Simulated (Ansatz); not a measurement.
Born–Oppenheimer molecular dynamics of a periodic cell of 24 atoms, H₁₅C₂NO₆ (contents 6 H2O + 1 CH3CN, density as packed 0.93 g/cm³ with natural masses). It goes on from the last frame of an earlier run, with new velocities.

These are results of Ansatz, DFT PBEsol, scalar-relativistic, plane waves, PAW, not measurements. Settings: cutoff 420 eV, k mesh 1x1x1, fermi-dirac smearing 0.02 eV, no spin polarisation.

```
ensemble        : NVT, Nosé–Hoover chain
time step       : 0.75 fs
steps asked     : 200
set temperature : 500 K
thermostat      : time constant 3 fs, chain length 1
seed            : 626221
```

Frames 15 fs apart, positions in Å, forces in eV/Å.

Velocities at 0.0 fs (Å/ps):

```
O 2.24 0.38 2.26
H -22.12 28.60 8.42
H -3.09 -19.94 12.70
O 1.99 -4.38 -2.34
H -16.88 51.28 -16.79
H -48.02 -11.62 2.37
O -1.32 -4.12 3.89
H -7.15 -43.81 -44.24
H 2.69 23.30 4.86
O -3.03 -1.38 -2.47
H -6.35 -18.00 18.23
H 8.04 35.39 -23.19
O 7.84 -1.00 5.01
H -15.25 4.36 13.24
H -0.88 -12.90 24.89
O -0.65 -2.50 -6.55
H 27.02 25.18 5.07
H -25.00 14.84 11.85
C 3.01 5.56 -1.51
C 4.18 6.69 -0.81
N -4.76 0.91 5.17
H -18.18 13.62 17.54
H 0.18 -18.90 -38.22
H -6.85 -23.52 -37.83
```

```xyz
24
Lattice="6.4393 0.0000 0.0000 0.0000 6.4393 0.0000 0.0000 0.0000 6.4393" Properties=species:S:1:pos:R:3:forces:R:3 time_fs=0.0 energy_less_start_eV=0.000 T=500
O 1.822 5.214 -0.204 0.43 1.49 -1.21
H 1.678 5.882 -0.981 -0.14 -0.60 1.34
H 1.798 4.330 -0.599 -0.20 -0.57 0.15
O 1.995 2.767 2.750 0.66 1.45 0.88
H 2.751 2.999 3.372 -0.61 -0.58 -0.79
H 1.714 3.701 2.464 -0.07 -1.15 0.29
O 4.777 3.066 4.057 -2.39 -0.20 -1.51
H 4.538 4.002 4.109 0.62 0.42 0.16
H 5.567 2.797 4.477 1.70 0.10 1.04
O 3.849 5.560 2.969 0.01 0.02 -0.26
H 3.797 5.632 2.006 0.59 -0.51 -0.70
H 3.050 6.077 3.102 -0.70 0.45 1.06
O 0.683 5.369 2.111 -2.24 -0.76 2.53
H 1.069 5.311 1.232 0.32 -0.14 -2.02
H -0.216 4.899 2.160 1.86 0.82 -0.38
O 0.763 0.605 4.509 0.82 1.08 -1.79
H 1.081 1.483 4.050 -0.33 -1.39 0.90
H 0.679 0.036 3.700 -0.21 -0.04 0.00
C 4.996 1.507 0.347 0.76 -0.18 -1.05
C 6.317 2.043 0.140 0.15 2.12 -0.33
N 7.293 2.640 -0.102 -0.70 -0.70 0.23
H 4.156 1.902 -0.253 0.52 0.36 -0.30
H 5.187 0.502 0.016 -0.58 -1.29 0.07
H 4.700 1.596 1.356 -0.26 -0.21 1.68
24
Lattice="6.4393 0.0000 0.0000 0.0000 6.4393 0.0000 0.0000 0.0000 6.4393" Properties=species:S:1:pos:R:3:forces:R:3 time_fs=15.0 energy_less_start_eV=0.192 T=545
O 1.868 5.252 -0.170 -0.46 -0.75 0.19
H 1.335 5.763 -0.805 0.10 1.27 -0.70
H 1.499 4.351 -0.378 0.66 -0.34 0.47
O 2.014 2.735 2.743 1.10 -0.60 0.66
H 2.594 3.462 3.060 -0.51 -0.22 -0.04
H 1.196 3.163 2.496 -0.45 0.63 -0.33
O 4.752 2.991 4.090 0.73 2.77 -0.77
H 4.522 3.890 3.600 0.21 -1.80 1.34
H 5.588 3.278 4.565 -0.87 -0.59 -0.54
O 3.796 5.550 2.937 0.52 -1.20 -1.73
H 3.698 5.258 1.963 -0.31 1.10 1.80
H 3.269 6.354 3.094 -0.19 -0.21 -0.26
O 0.764 5.337 2.213 1.30 0.92 -0.33
H 1.044 5.335 1.234 0.21 0.07 0.25
H -0.051 4.885 2.269 -1.80 -0.79 0.01
O 0.772 0.585 4.403 -1.71 -2.19 -0.90
H 1.314 1.295 4.130 1.59 2.25 -0.28
H 0.526 0.247 3.478 0.27 -0.32 1.11
C 5.015 1.480 0.297 -0.03 -0.48 -0.72
C 6.273 2.171 0.148 0.47 -1.25 -0.31
N 7.293 2.694 -0.045 -0.42 0.45 0.03
H 4.370 2.265 -0.179 -0.68 -0.69 0.58
H 4.868 0.494 -0.329 0.69 1.75 0.91
H 4.866 1.272 1.379 -0.41 0.24 -0.44
24
Lattice="6.4393 0.0000 0.0000 0.0000 6.4393 0.0000 0.0000 0.0000 6.4393" Properties=species:S:1:pos:R:3:forces:R:3 time_fs=30.0 energy_less_start_eV=-0.069 T=424
O 1.871 5.312 -0.112 0.01 0.46 0.10
H 1.566 5.838 -0.931 -0.12 -0.49 0.62
H 1.630 4.342 -0.153 -0.06 0.35 -0.50
O 2.038 2.696 2.780 -0.11 -0.96 0.06
H 2.118 3.653 2.864 -0.35 0.54 0.12
H 1.160 2.560 2.362 0.46 0.25 0.10
O 4.750 2.975 4.092 2.22 -1.16 1.54
H 4.313 3.670 3.671 -2.06 2.14 -1.61
H 5.486 3.524 4.455 -0.08 -0.82 0.03
O 3.763 5.499 2.858 1.31 0.43 1.45
H 3.204 5.261 2.130 -0.95 0.36 -0.96
H 3.514 6.368 3.259 -0.18 -0.80 -0.67
O 0.822 5.290 2.321 0.63 0.46 -2.27
H 1.212 5.501 1.325 -0.43 -0.40 1.33
H -0.093 5.084 2.082 -0.35 -0.15 0.24
O 0.788 0.546 4.257 1.55 1.70 1.55
H 1.474 1.327 4.224 -1.63 -1.67 -0.53
H 0.810 -0.004 3.440 0.33 -0.10 -0.61
C 5.013 1.514 0.250 -0.15 -1.38 2.62
C 6.253 2.221 0.131 -0.41 0.26 0.32
N 7.255 2.799 0.023 -0.17 -0.04 -0.04
H 4.080 2.092 0.250 0.18 0.49 -0.26
H 5.000 0.813 -0.562 -0.18 -0.65 -0.74
H 4.928 0.890 1.273 0.54 1.16 -1.87
24
Lattice="6.4393 0.0000 0.0000 0.0000 6.4393 0.0000 0.0000 0.0000 6.4393" Properties=species:S:1:pos:R:3:forces:R:3 time_fs=45.0 energy_less_start_eV=-0.092 T=433
O 1.887 5.392 -0.037 0.20 1.01 0.14
H 1.557 6.093 -0.690 0.08 -0.91 -0.08
H 1.801 4.466 -0.357 -0.41 0.26 -0.07
O 2.047 2.663 2.839 -1.60 -0.37 -0.78
H 1.368 3.396 2.815 0.80 0.21 0.08
H 1.619 2.117 2.118 0.87 0.46 0.51
O 4.765 2.994 4.087 -2.62 -0.11 -0.55
H 3.964 3.608 3.847 2.35 -0.92 0.28
H 5.577 3.451 4.272 0.38 1.06 0.10
O 3.753 5.438 2.760 0.14 0.54 0.65
H 2.970 5.665 2.245 -0.25 -0.41 -0.78
H 3.622 6.102 3.464 0.49 -0.06 0.27
O 0.851 5.250 2.320 -2.00 -0.51 -0.31
H 1.206 5.364 1.351 -0.53 -0.27 0.06
H -0.173 5.221 2.326 2.14 0.16 -0.31
O 0.851 0.502 4.205 -0.21 -2.79 0.85
H 1.183 1.330 3.916 1.01 2.13 -0.59
H 1.121 -0.176 3.479 -0.76 0.76 0.59
C 5.023 1.470 0.227 -0.22 2.35 -1.80
C 6.203 2.281 0.141 -0.57 -0.37 0.25
N 7.176 2.896 0.081 0.79 0.44 -0.21
H 4.160 2.123 0.467 0.09 -0.23 0.11
H 4.884 1.120 -0.801 -0.19 -0.46 -0.04
H 5.180 0.744 0.946 0.03 -1.95 1.63
24
Lattice="6.4393 0.0000 0.0000 0.0000 6.4393 0.0000 0.0000 0.0000 6.4393" Properties=species:S:1:pos:R:3:forces:R:3 time_fs=60.0 energy_less_start_eV=-0.077 T=585
O 1.927 5.537 0.023 -0.55 -1.13 -0.91
H 1.554 6.018 -0.752 0.11 1.25 -0.34
H 1.585 4.651 -0.292 0.74 -0.14 0.62
O 1.966 2.593 2.887 0.12 0.48 -0.61
H 1.456 3.331 2.463 -0.25 0.09 0.64
H 2.610 2.445 2.170 0.06 -0.47 0.24
O 4.768 3.011 4.083 0.01 -0.57 0.17
H 4.093 3.469 3.560 -0.23 0.49 -0.11
H 5.514 3.616 4.165 0.16 0.22 -0.09
O 3.774 5.400 2.693 -1.00 0.55 -1.01
H 2.960 5.748 2.198 1.28 -0.71 0.70
H 3.765 5.910 3.515 -0.12 0.15 0.28
O 0.823 5.141 2.271 0.81 -0.85 0.19
H 0.927 5.062 1.293 0.54 0.64 -0.33
H -0.099 5.281 2.373 -2.01 0.03 0.26
O 0.952 0.462 4.255 0.65 2.94 0.65
H 1.243 1.379 3.817 -0.37 -1.66 1.04
H 0.873 -0.055 3.466 0.09 -1.21 -1.29
C 5.017 1.442 0.180 -0.16 -0.93 -0.13
C 6.173 2.328 0.168 -0.80 -1.37 -0.67
N 7.110 3.002 0.118 0.20 0.41 0.04
H 4.224 2.002 0.698 -0.14 -0.27 0.29
H 4.561 1.184 -0.817 0.88 0.71 0.40
H 5.202 0.413 0.649 -0.02 1.38 -0.04
24
Lattice="6.4393 0.0000 0.0000 0.0000 6.4393 0.0000 0.0000 0.0000 6.4393" Properties=species:S:1:pos:R:3:forces:R:3 time_fs=75.0 energy_less_start_eV=-0.078 T=524
O 1.935 5.649 0.023 0.24 1.64 -0.88
H 1.690 6.192 -0.865 0.12 -0.63 1.33
H 1.870 4.717 -0.219 -0.40 -0.69 0.03
O 1.927 2.541 2.868 0.09 -0.42 0.23
H 1.493 3.394 2.621 0.35 0.07 -0.15
H 2.892 2.651 2.944 -0.37 0.23 -0.08
O 4.759 3.037 4.071 1.25 1.52 -0.71
H 4.265 3.634 3.472 -0.79 0.16 -0.11
H 5.581 3.610 3.987 -0.40 -1.29 0.70
O 3.824 5.383 2.645 1.53 -0.74 0.59
H 3.112 5.523 2.019 -0.73 0.42 -0.32
H 3.680 5.755 3.532 -0.58 0.26 -0.39
O 0.712 4.998 2.229 0.04 0.40 1.06
H 1.073 5.645 1.563 -0.09 -0.62 -0.88
H -0.250 4.973 2.104 -0.12 0.12 -0.17
O 1.052 0.456 4.334 -0.23 -2.66 -0.37
H 1.425 1.264 3.986 0.51 1.58 -0.77
H 1.089 -0.215 3.554 -0.45 0.88 1.12
C 5.012 1.456 0.161 1.19 -2.38 1.45
C 6.157 2.311 0.151 -1.72 -0.82 1.05
N 7.001 3.079 0.145 1.91 1.32 -0.44
H 4.215 1.658 0.915 0.36 0.45 -0.57
H 4.738 1.548 -0.874 -1.03 -0.57 -0.72
H 5.381 0.365 0.472 -0.69 1.79 -0.99
24
Lattice="6.4393 0.0000 0.0000 0.0000 6.4393 0.0000 0.0000 0.0000 6.4393" Properties=species:S:1:pos:R:3:forces:R:3 time_fs=90.0 energy_less_start_eV=-0.427 T=468
O 1.982 5.759 0.051 0.48 -1.83 1.88
H 1.645 6.348 -0.674 -0.31 -0.22 -0.71
H 1.695 4.798 -0.051 0.15 1.13 -0.73
O 1.933 2.501 2.873 -0.08 -0.44 0.53
H 1.443 3.340 2.608 0.51 -0.08 0.49
H 2.639 2.645 3.553 -0.28 0.61 -0.77
O 4.743 3.119 4.008 -0.55 1.89 -0.63
H 4.585 4.093 3.658 0.37 -2.07 0.36
H 5.694 3.020 4.181 -0.07 0.20 -0.03
O 3.900 5.346 2.616 -1.27 0.80 0.19
H 3.366 5.402 1.785 0.47 -0.23 -0.11
H 3.267 5.835 3.204 0.64 -0.25 -0.03
O 0.588 4.921 2.227 -1.12 -0.66 -0.89
H 1.122 5.293 1.445 -0.51 0.15 0.45
H -0.246 4.544 1.769 1.68 0.84 0.99
O 1.178 0.423 4.404 0.49 2.66 -0.88
H 1.315 1.311 3.810 -0.17 -1.55 0.85
H 0.834 -0.228 3.793 -0.49 -0.81 -0.83
C 5.026 1.374 0.115 -0.92 4.25 0.02
C 6.121 2.355 0.192 -1.75 -1.81 -0.86
N 6.943 3.154 0.129 1.12 1.01 -0.09
H 4.386 1.625 0.970 -0.19 -0.47 0.33
H 4.381 1.567 -0.778 0.66 0.05 0.22
H 5.366 0.417 0.118 1.12 -3.17 0.21
24
Lattice="6.4393 0.0000 0.0000 0.0000 6.4393 0.0000 0.0000 0.0000 6.4393" Properties=species:S:1:pos:R:3:forces:R:3 time_fs=105.0 energy_less_start_eV=0.092 T=658
O 2.056 5.781 0.187 0.41 1.38 0.12
H 1.908 6.530 -0.487 -0.05 -0.76 0.48
H 1.671 5.057 -0.303 -0.24 -1.14 -0.52
O 1.943 2.446 2.936 -0.22 0.89 -0.08
H 1.429 3.258 2.691 -0.45 -0.25 -0.33
H 2.605 2.942 3.444 1.07 -0.36 0.35
O 4.721 3.237 3.932 -2.52 -2.64 1.15
H 5.052 3.991 3.533 1.20 2.87 -1.29
H 5.400 2.686 4.295 1.14 -0.26 0.21
O 3.913 5.343 2.592 0.34 0.00 -1.95
H 3.967 5.277 1.583 -0.14 0.01 1.50
H 3.183 5.970 2.673 -0.49 0.24 0.41
O 0.461 4.862 2.257 0.74 0.50 1.15
H 1.070 5.070 1.514 0.13 0.53 -0.20
H -0.069 4.158 1.916 -0.90 -0.86 -0.76
O 1.274 0.407 4.355 -1.16 -2.03 1.22
H 1.405 1.193 3.808 -0.17 1.14 -1.07
H 0.448 -0.118 4.130 1.38 0.96 -0.27
C 5.045 1.373 0.145 0.67 -2.16 -1.85
C 6.065 2.377 0.136 -2.34 -2.08 0.54
N 6.857 3.193 0.089 2.08 2.02 -0.38
H 4.466 1.174 1.045 0.16 0.31 0.51
H 4.336 1.552 -0.689 0.00 0.25 0.26
H 5.551 0.363 -0.199 -0.64 1.45 0.81
24
Lattice="6.4393 0.0000 0.0000 0.0000 6.4393 0.0000 0.0000 0.0000 6.4393" Properties=species:S:1:pos:R:3:forces:R:3 time_fs=120.0 energy_less_start_eV=0.234 T=489
O 2.126 5.772 0.341 0.18 -0.77 -0.28
H 2.068 6.501 -0.286 -0.36 1.14 -0.43
H 2.148 5.081 -0.362 -0.20 -0.30 0.75
O 1.979 2.448 3.029 0.14 2.13 -1.19
H 1.452 3.280 2.731 0.59 -1.10 0.58
H 2.922 2.777 2.983 -0.50 -0.39 0.45
O 4.672 3.308 3.863 2.91 0.97 -0.17
H 5.137 4.194 3.520 -1.56 -2.06 0.70
H 5.492 2.793 4.173 -1.44 0.76 -0.49
O 3.920 5.394 2.522 -0.09 0.46 1.65
H 4.305 5.225 1.676 0.01 -0.01 -1.31
H 3.034 5.773 2.416 0.08 -0.02 -0.39
O 0.338 4.749 2.335 0.22 0.35 -1.01
H 0.794 5.453 1.779 0.09 -0.54 0.52
H 0.068 4.189 1.558 0.07 -0.06 0.31
O 1.352 0.387 4.318 -1.31 -0.34 -0.84
H 1.524 1.203 3.745 0.47 0.15 0.47
H 0.540 0.040 3.853 0.86 -0.15 0.78
C 5.052 1.274 0.119 2.31 -0.53 1.12
C 5.982 2.418 0.102 -1.87 -3.08 -0.36
N 6.774 3.235 0.017 1.54 1.95 -0.09
H 4.937 1.063 1.237 -0.55 0.07 -1.15
H 4.146 1.626 -0.392 -0.21 -0.62 -0.02
H 5.640 0.312 -0.305 -1.36 1.98 0.39
```

Of the whole run (150 fs, mean temperature of the second half 501 K): The conserved energy stayed within 0.6 meV per atom of its start (net change 0.18 meV per atom), so the integration is sound. A run of 0.15 ps of so small a system gives no equilibrium averages. Limits of this set-up: coarse k mesh.

Time of the run: 4.8 min on 1 thread of Arm Neoverse V1, with other jobs on the host, peak memory 0.33 GiB.
